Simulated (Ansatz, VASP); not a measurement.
**Cross-check of Sn32HO64 (interstitial H+ in rutile SnO2) between VASP and Ansatz**

Wanted: the spread between two codes on one cell, functional and k mesh. The cell is taken from a series of runs on this material, whose earlier steps may have relaxed, scaled, displaced or heated it; both programs get it as it stands.

Program: Ansatz 0.2.0. Level of theory: plane waves, with VASP 6.6.1 beside it; single point at HSE06. Results are calculated unless marked as measured.

### 1. The starting structure

The cell holds 97 atoms: 32 Sn, 64 O and 1 H. Cell: a = 11.625 Å, b = 11.625 Å, c = 13.653 Å, α = 54.0°, β = 54.0°, γ = 71.9°. It derives from SnO2 (SnO2 (P4_2/mnm)). Nearest the centre at fractional (0.278, 0.472, 0.699): H97 at 0.14 Å, O44 at 0.78 Å, O89 at 2.35 Å, O42 at 2.35 Å, O63 at 2.41 Å, Sn29 at 2.42 Å, Sn6 at 2.42 Å, Sn15 at 2.50 Å. The cell carries charge +1.

### 2. Ansatz: single point, HSE06

Ansatz runs on its default PAW (the set named soft_2) files.

A single point gives forces, pressure and levels at one fixed geometry, so differences don't come from the geometry; what else differs is listed under the comparison.

input.yaml reads:

```yaml
crystal:
  lattice:
    - [0.0, 9.65382872, 6.47657153]
    - [9.65382872, 0.0, 6.47657153]
    - [9.65382872, 9.65382872, 0.0]
  atoms:
    - { symbol: Sn, position: [-0.001729551, -0.001303512, 0.001271936] }
    - { symbol: Sn, position: [0.25135909, 0.248959333, 0.250321378] }
    - { symbol: Sn, position: [0.124664347, 0.124584768, 0.124897629] }
    - { symbol: Sn, position: [0.375239597, 0.374621981, 0.374739886] }
[... 1 atom line left out ...]
    - { symbol: O, position: [0.25027573, 0.24924872, 0.404924314] }
[... 1 atom line left out ...]
    - { symbol: O, position: [0.280137617, 0.469723691, 0.124947676] }
    - { symbol: O, position: [-0.000914991, 0.00127124, 0.345851406] }
    - { symbol: O, position: [0.24975513, 0.249300864, 0.096495159] }
[... 1 atom line left out ...]
    - { symbol: O, position: [0.471917648, 0.277943871, 0.124650871] }
    - { symbol: Sn, position: [-0.00188343, 0.004243794, 0.498522994] }
    - { symbol: Sn, position: [0.251581674, 0.237664062, 0.75510216] }
    - { symbol: Sn, position: [0.124565682, 0.124769456, 0.625421925] }
[... 7 atom lines left out ...]
    - { symbol: O, position: [0.220047728, 0.022629651, 0.877904655] }
    - { symbol: O, position: [0.469281117, 0.280580372, 0.623778769] }
[... 1 atom line left out ...]
    - { symbol: Sn, position: [0.249711211, 0.749709218, 0.248869173] }
[... 2 atom lines left out ...]
    - { symbol: O, position: [0.00283883, 0.498863665, 0.151607916] }
[... 1 atom line left out ...]
    - { symbol: O, position: [0.028651754, 0.721209836, 0.375547492] }
[... 1 atom line left out ...]
    - { symbol: O, position: [0.001295866, 0.499636536, 0.344836339] }
[... 4 atom lines left out ...]
    - { symbol: Sn, position: [0.249752254, 0.750151499, 0.749160626] }
[... 3 atom lines left out ...]
    - { symbol: O, position: [0.250998014, 0.747022325, 0.903448985] }
    - { symbol: O, position: [0.029230746, 0.720631122, 0.874408285] }
    - { symbol: O, position: [0.278496189, 0.971402578, 0.625095732] }
[... 1 atom line left out ...]
    - { symbol: O, position: [0.246750434, 0.749965046, 0.596081522] }
    - { symbol: O, position: [0.223255715, 0.526606514, 0.866477377] }
    - { symbol: O, position: [0.470523298, 0.77826813, 0.624049081] }
[... 1 atom line left out ...]
    - { symbol: Sn, position: [0.749985785, 0.249999287, 0.249386682] }
[... 4 atom lines left out ...]
    - { symbol: O, position: [0.528533761, 0.22132731, 0.375174685] }
[... 1 atom line left out ...]
    - { symbol: O, position: [0.499767245, -0.000645251, 0.346036094] }
    - { symbol: O, position: [0.750506636, 0.250094647, 0.095296426] }
    - { symbol: O, position: [0.720761352, 0.029100066, 0.374713148] }
[... 1 atom line left out ...]
    - { symbol: Sn, position: [0.499862234, -0.000124727, 0.499510406] }
    - { symbol: Sn, position: [0.751105286, 0.249602741, 0.749235283] }
    - { symbol: Sn, position: [0.625214365, 0.124647111, 0.624581802] }
    - { symbol: Sn, position: [0.875518525, 0.374720801, 0.874481726] }
[... 7 atom lines left out ...]
    - { symbol: O, position: [0.971859151, 0.279108378, 0.624266669] }
[... 2 atom lines left out ...]
    - { symbol: Sn, position: [0.625092434, 0.625295874, 0.124895185] }
[... 1 atom line left out ...]
    - { symbol: O, position: [0.50061287, 0.499585656, 0.154587218] }
    - { symbol: O, position: [0.750246104, 0.749912771, 0.403384681] }
[... 3 atom lines left out ...]
    - { symbol: O, position: [0.749904143, 0.750169895, 0.095879645] }
    - { symbol: O, position: [0.727231255, 0.529813722, 0.370720691] }
[... 1 atom line left out ...]
    - { symbol: Sn, position: [0.512197012, 0.498280462, 0.494486235] }
[... 1 atom line left out ...]
    - { symbol: Sn, position: [0.625276624, 0.625196797, 0.624285248] }
[... 1 atom line left out ...]
    - { symbol: O, position: [0.500223335, 0.497869026, 0.653609393] }
[... 3 atom lines left out ...]
    - { symbol: O, position: [0.500560335, 0.500106348, 0.845689674] }
[... 2 atom lines left out ...]
    - { symbol: O, position: [0.965256722, 0.784605144, 0.623701857] }
    - { symbol: H, position: [0.268853241, 0.481007929, 0.702512263] }
total_charge: 1
basis:
  ecutwfc: 420
  xc_grid: 2
hamiltonian:
  xc: hse06
kpoints:
  mp_grid: { grid: [1, 1, 1] }
scf:
  occupations: { method: fermi_dirac, width: 0.01 }
  max_iter: 120
output:
  forces: true
checkpoint:
  read: "../relax.run"
```

On the command line:

```
$ ansatz run input.yaml --threads 32 --pin off --max-ram 84787MiB --backend cuda --events-out ev --progress --plain --runs-dir out --max-vram 78GiB
```

The log of the run:

```text
Warning: the atoms were moved onto the symmetric positions of the space group found under crystal.symmetry.tolerance 1.0e-5 (fractional; no operation is sought that the atoms, as they stand in a round [...]
Warning: checkpoint.read: the run can stay near the saved state's solution: 2 site(s) moved relative to the saved geometry (max |Δs| = 1.032e-2 fractional); the SCF starts from the saved state under ` [...]
[...]
Engine: ansatz 0.2.0, aarch64-unknown-linux-gnu
[...]
Pseudopotential: Sn, paw, valence charge 14, recommended cutoff 420 eV (normal), Sn.paw.azcp
Pseudopotential: O, paw, valence charge 6, recommended cutoff 420 eV (normal), O.paw.azcp
Pseudopotential: H, paw, valence charge 1, recommended cutoff 420 eV (normal), H.paw.azcp
Functional definition: HSE06
[...]
Crystal: 97 atoms, lattice volume = 1207.186 Å³
Basis set: ecut = 420 eV, 23633 PW (Γ), exchange–correlation on 160×160×192 points (8 copies of the dense FFT grid, shifted against one another)
Bands: 513, of which v1, the nominal top of the filled ones, is band 416 counted from 1 (415 counted from 0)
[...]
SCF iter   2: F=-229231.883227 eV  HF=-229231.883227 eV  |Δ(HF+E_count)|=   1.20e-8  Δρ=5.74e-7  dr2=4.76e-9  Hψ=1247
SCF 4 converged in 2 iterations: F = -229231.883227 eV  dr2 = 4.76e-9
[...]
hybrid outer 3: dexx = +1.117e-8 eV, tail = 1.08e-8 eV, Δε = 6.87e-5 eV (about 1.21e-5 eV left of the loop's levels), ΔF = 1.39e-4 eV/Å (tail 2.90e-4)
hybrid SCF converged: 3 outer / 14 inner (+7 warm-up), last move |dexx| = 1.12e-8 eV, tail = 1.08e-8 eV
[...]
Free energy (F): -229231.883227 eV
[...]
Fermi energy:    8.643372 eV
--- Per-component energies (eV) ---
[...]
--- Forces (eV/Å), atoms counted from 1 ---
[...]
--- Band table (eV) ---
[...]
```

### 3. VASP: single point, HSE06

The same cell, functional, mesh and smearing now go to VASP, with its own data sets.

Lines of VASP's logs that name or quote its potential files are left out, and so is its time.

The run reads the wave functions of an earlier VASP run, which isn't shown here.

INCAR reads:

```
SYSTEM = Sn32HO64
PREC = Accurate
ENCUT = 520
EDIFF = 1E-06
NELM = 100
ISMEAR = -1
SIGMA = 0.01
LREAL = Auto
ALGO = Normal
LHFCALC = .TRUE.
AEXX = 0.25
GGA = PE
HFSCREEN = 0.208
LASPH = .TRUE.
NELECT = 832
NBANDS = 483
PRECFOCK = Fast
LORBIT = 11
LWAVE = .FALSE.
LCHARG = .FALSE.
ISIF = 2
```

POSCAR reads:

```
Sn32HO64
1.0
    0.0000000000      9.6538287235      6.4765715295
    9.6538287235      0.0000000000      6.4765715295
    9.6538287235      9.6538287235      0.0000000000
Sn O H
32 64 1
Direct
    0.9982704490      0.9986964880      0.0012719360
    0.2513590900      0.2489593330      0.2503213780
    0.1246643470      0.1245847680      0.1248976290
    0.3752395970      0.3746219810      0.3747398860
[... 1 atom line left out ...]
    0.2515816740      0.2376640620      0.7551021600
[... 1 atom line left out ...]
    0.3782594840      0.3716022690      0.8780709190
    0.9997099060      0.5001094160      0.9992029660
    0.2497112110      0.7497092180      0.2488691730
[... 1 atom line left out ...]
    0.3751412890      0.8743430890      0.3748589760
    0.0001522860      0.5001502740      0.4984282390
    0.2497522540      0.7501514990      0.7491606260
    0.1123403180      0.6375207350      0.6217277810
[... 7 atom lines left out ...]
    0.6252143650      0.1246471110      0.6245818020
    0.8755185250      0.3747208010      0.8744817260
[... 1 atom line left out ...]
    0.7511651290      0.7515907860      0.2483774150
[... 2 atom lines left out ...]
    0.5121970120      0.4982804620      0.4944862350
[... 1 atom line left out ...]
    0.6252766240      0.6251967970      0.6242852480
[... 1 atom line left out ...]
    0.9999487300      0.9996156060      0.1536818010
[... 4 atom lines left out ...]
    0.2497551300      0.2493008640      0.0964951590
[... 3 atom lines left out ...]
    0.2519930500      0.2496375360      0.9018407280
    0.0310147430      0.2201273790      0.8747063550
    0.2752217630      0.4746395780      0.6422201450
[... 1 atom line left out ...]
    0.2495112100      0.2525226010      0.5972731150
    0.2200477280      0.0226296510      0.8779046550
    0.4692811170      0.2805803720      0.6237787690
[... 1 atom line left out ...]
    0.2492825910      0.7482576100      0.4044896680
[... 4 atom lines left out ...]
    0.2214604580      0.5284010810      0.3752884510
[... 1 atom line left out ...]
    0.0016036420      0.5005789660      0.6521685140
    0.2509980140      0.7470223250      0.9034489850
    0.0292307460      0.7206311220      0.8744082850
[... 1 atom line left out ...]
    0.9998966770      0.5031112040      0.8429355570
    0.2467504340      0.7499650460      0.5960815220
    0.2232557150      0.5266065140      0.8664773770
    0.4705232980      0.7782681300      0.6240490810
[... 7 atom lines left out ...]
    0.9715936700      0.2793383450      0.1229783870
[... 2 atom lines left out ...]
    0.5298985940      0.2199627050      0.8755067890
[... 1 atom line left out ...]
    0.4984016540      0.0008410530      0.8457504050
    0.7490204610      0.2514594070      0.5951317220
[... 3 atom lines left out ...]
    0.7502461040      0.7499127710      0.4033846810
    0.5297340790      0.7188477750      0.3759869220
[... 1 atom line left out ...]
    0.4973392230      0.5003505640      0.3494448390
[... 1 atom line left out ...]
    0.7272312550      0.5298137220      0.3707206910
[... 1 atom line left out ...]
    0.5002233350      0.4978690260      0.6536093930
[... 3 atom lines left out ...]
    0.5005603350      0.5001063480      0.8456896740
[... 2 atom lines left out ...]
    0.9652567220      0.7846051440      0.6237018570
    0.2688532410      0.4810079290      0.7025122630
```

KPOINTS reads:

```
Automatic mesh
0
Gamma
1 1 1
0 0 0
```

PAW data sets: Sn_d, O and H (PBE family, release 64).

On the command line:

```
$ export OMP_NUM_THREADS=3
$ mpirun -np 1 vasp_gam
```

The log of the run:

```text
[banner, memory and clock lines left out]
running    1 mpi-ranks, on    1 nodes
[...]
Offloading initialized ...    1 GPUs detected
[...]
LDA part: xc-table for (Slater+PW92), standard interpolation
 found WAVECAR, reading the header
 POSCAR, INCAR and KPOINTS ok, starting setup
[...]
reading WAVECAR
 the WAVECAR file was read successfully
 initial charge from wavefunction
 entering main loop
       N       E                     dE             d eps       ncg     rms          rms(c)
DAV:   1    -0.766076892931E+03   -0.76608E+03   -0.19010E+01  1140   0.101E+01    0.555E+00
DAV:   2    -0.766487104822E+03   -0.41021E+00   -0.20062E+00  1212   0.272E+00    0.451E+00
DAV:   3    -0.766417034952E+03    0.70070E-01   -0.14354E-01  1540   0.109E+00    0.296E+00
DAV:   4    -0.766404049555E+03    0.12985E-01   -0.45185E-02  1292   0.449E-01    0.182E+00
[...]
DAV:  13    -0.766397161655E+03   -0.19363E-05   -0.10799E-06   572   0.327E-03    0.175E-02
DAV:  14    -0.766397162913E+03   -0.12579E-05   -0.46250E-07   564   0.265E-03    0.105E-02
DAV:  15    -0.766397163747E+03   -0.83387E-06   -0.33341E-07   564   0.197E-03
   1 F= -.76639716E+03 E0= -.76639716E+03  d E =-.216508E-11
```

OUTCAR, selected parts (step 3):

```text
  Total      -59.7276753    -59.4969880    -85.1163193      0.0881855      0.0000000      0.0000000
  in kB      -79.2705467    -78.9643786   -112.9663448      0.1170398      0.0000000      0.0000000
  external PRESSURE =     -90.4004234 kB  Pullay stress =       0.0000000 kB

 POSITION                                       TOTAL-FORCE (eV/Angst)
 -----------------------------------------------------------------------------------
      9.65352      9.64941     12.93350        -0.009998      0.017422     -0.006072
      4.81997      4.84314      3.24035        -0.001600     -0.015623     -0.000307
      2.40846      2.40923      1.61428         0.010837     -0.002732      0.012622
      7.23421      7.24017      4.85653        -0.025484     -0.015628      0.000000
      4.85362     14.44830      6.49186        -0.000725     -0.002128     -0.007640
      9.58400      9.71835      3.16864        -0.072763      0.057827     -0.104452
[...]
3.35106     12.98379      6.47888         0.010631      0.014063     -0.002697
      3.33826      3.34264      3.23217         0.009350      0.020754     -0.017559
      3.89622      5.74895      1.61139        -0.021035      0.018526     -0.003910
      3.88658      5.75917      4.85653        -0.014350      0.019528      0.000000
      6.31174     15.95614      6.47674        -0.013054     -0.012750      0.000010
     11.11617     11.13891      3.24885        -0.049013     -0.048324      0.010775
     10.56934      8.74368      1.62654         0.019923     -0.028794      0.026460
[...]
-----------------------------------------------------------------------------------
    total drift:                               -0.002089      0.028327     -0.006246

  FREE ENERGIE OF THE ION-ELECTRON SYSTEM (eV)
  ---------------------------------------------------
  free  energy   TOTEN  =      -766.3971637472 eV

  energy  without entropy=     -766.3971637472  energy(sigma->0) =     -766.39716375

[... 3 further parts left out ...]
[key lines of the parts left out:]
E-fermi :   4.4775
```

The run ends at a pressure of -9.04 GPa, with forces up to 13 eV/Å.

### 4. Differences

Known differences besides the potentials themselves: exact exchange at q = 0 is treated differently, which shows on coarse meshes; VASP keeps PBE cores, Ansatz makes them for the functional; the cutoff is 420 eV in Ansatz and 520 eV in VASP (PREC = Accurate, projectors in real space); VASP takes a coarser grid for exact exchange (PRECFOCK = Fast). Total energies have different zeros and are not compared.

Both answers:

| quantity | Ansatz | VASP | difference |
| --- | --- | --- | --- |
| gap on the k mesh (eV) | 2.421 | 2.414 | +0.007 |

Forces on 8 of the 97 atoms, those with the largest forces and the largest differences (eV/Å; atoms numbered as in POSCAR):

| atom | Ansatz x, y, z | VASP x, y, z |
| --- | --- | --- |
| Sn6 | -0.065, 0.069, -0.113 | -0.073, 0.058, -0.104 |
| Sn8 | 0.048, -0.164, 0.000 | 0.051, -0.168, 0.000 |
| Sn15 | 0.106, -0.115, 0.000 | 0.099, -0.129, 0.000 |
| Sn29 | -0.065, 0.069, 0.113 | -0.073, 0.058, 0.104 |
| O44 | -8.978, -7.290, 0.000 | -9.827, -7.969, 0.000 |
| O63 | 0.140, 0.043, 0.000 | 0.115, 0.051, 0.000 |
| O87 | 0.004, -0.007, -0.006 | -0.017, 0.015, 0.009 |
| H97 | 8.988, 7.401, 0.000 | 9.877, 8.110, 0.000 |

The forces differ by 93 meV/Å r.m.s., which is 8.8 % of the r.m.s. force of 1.055 eV/Å (both taken over all components). A gap on the mesh is an upper bound, since the band edges may lie between its points. The cell carries a charge of +1 e against a uniform background, so its pressure also hangs on how the neutralising background is counted, and in a defect's cell a gap may be the spacing between its levels.

### 5. Summary of results

```json
{
 "r.m.s. force difference (single point, HSE06)": "8.8 % of the r.m.s. force"
}
```

In words: The r.m.s. force difference is 8.8 % of the r.m.s. force (single point, HSE06), beyond the 3 % picked in this series as the mark of a large difference. What causes the difference of the single point, HSE06 pair stays open here. How closely two codes agree says nothing of how well the functional describes the real material.

[Lines on the potential files, build, host, timing and source positions are cut from VASP's logs without a mark.]

[Logs are printed without paths, hosts, clocks, repeated set-up lines and the standing remarks that a program may print on its own settings, such as how far it seeks lower states.]

[Hosts, paths, dates, database ids (printed as entryN), source tags and the programs' standing remarks are cut or masked in the printed files.]
